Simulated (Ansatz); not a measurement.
**O: a single-point run**

Aim: a sound single-point run of O. The structure is shown as the input types it.

Computed with Ansatz 0.2.0 (DFT, PBE, PAW with Ansatz's default frozen-core files, scalar-relativistic, unless a step's input says otherwise).

5 further runs of the same task are left out: 5 that didn't finish.

## (1) The starting structure

It takes space group C2/m (No. 12, monoclinic). The conventional cell has a = 5.509 Å, b = 3.496 Å, c = 4.315 Å, α = 90.00°, β = 117.67°, γ = 90.00°. O (site symmetry m) is surrounded by 1 O at 1.17 Å.

Structure file:

```cif
data_structure
_symmetry_space_group_name_H-M 'P 1'
_symmetry_Int_Tables_number 1
_cell_length_a 3.2624
_cell_length_b 3.2624
_cell_length_c 4.3149
_cell_angle_alpha 113.082
_cell_angle_beta 113.082
_cell_angle_gamma 64.802
_cell_volume 36.80
loop_
_atom_site_label
_atom_site_type_symbol
_atom_site_fract_x
_atom_site_fract_y
_atom_site_fract_z
_atom_site_occupancy
O1 O 0.06400 0.06400 0.15300 1
O2 O 0.93600 0.93600 0.84700 1
```

## (2) Input and run

input.yaml

```yaml
crystal:
  lattice:
    - [2.7544840398, -1.748126184, 0.0]
    - [2.7544840398, 1.748126184, 0.0]
    - [-2.0035289999, 0.0, 3.8214986623]
  atoms:
    - { symbol: O, position: [0.064, 0.064, 0.153] }
    - { symbol: O, position: [0.936, 0.936, 0.847] }
kpoints:
  mp_grid: { grid: [11, 11, 8] }
scf:
  occupations: { method: fermi_dirac, width: 0.01 }
  convergence: { dr2_threshold: 1.0e-20 }
  max_iter: 75
hamiltonian:
  xc: pbe
  pseudopotentials: { kind: paw }
output:
  forces: true
  stress: true
  eigenvalues: true
  efg: { contact_densities: true }
```

Run with:

```
$ ansatz run input.yaml --threads 1 --pin off --max-ram 2048MiB --backend cpu --events-out ev --progress --plain --runs-dir out
```

**Question.** How will this run end, and is anything wrong with its input?

The program finished normally. It gives a largest force of 3.5 eV/Å, which is large; a structure far from rest gives such values too, whatever the setting.

The suspect setting: scf.convergence.dr2_threshold is 1.0e-20. What could go wrong: threshold needlessly tight. Once met, so tight a threshold does no harm; it costs cycles.

The test: delete scf.convergence.dr2_threshold (the default then holds).
